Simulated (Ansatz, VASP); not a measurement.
## Au: VASP beside Ansatz

```
Au
1.0
     1.38250   -2.50376    0.00000
     1.38250    2.50376    0.00000
     0.00000    0.00000    4.79328
Au
2
Direct
  0.33467 0.66533 0.25000
  0.66533 0.33467 0.75000
```

Change from the starting cell: volume scaled by 0.94.

Alike in both runs: task single point; functional PBEsol; k mesh 11 × 11 × 6; occupations fermi-dirac, width 0.05 eV; no spin polarisation.

|  | VASP | Ansatz |
| --- | --- | --- |
| version | VASP 6.6.1 | Ansatz 0.2.0 |
| potentials or method | VASP PAW PBE potentials, release 64 (Au), cutoff 520 eV | all-electron LAPW, scalar-relativistic |

|  | VASP | Ansatz | Ansatz less VASP |
| --- | --- | --- | --- |
| gap on the k mesh at the Fermi level (eV) | none | none | - |
| pressure (GPa) | 5.0 | 5.3 | +0.29 |
| largest component of the traceless stress (GPa) | 3.96 | 3.98 | +0.019 |
| rms of the force components (eV/Å) | 0.025 | 0.025 | +0.0001 |

Atom by atom the forces differ by 0.000 eV/Å (rms over components). A gap of «none» marks a metal or a gap that the smearing closes. Ansatz ran all-electron here, so the differences hold the error of VASP's frozen core and of both bases.

Caveats: the PAW data sets were made with another functional, which shifts forces and pressure a little (VASP). The runs have no spin-orbit coupling, so splittings on Au are missing.
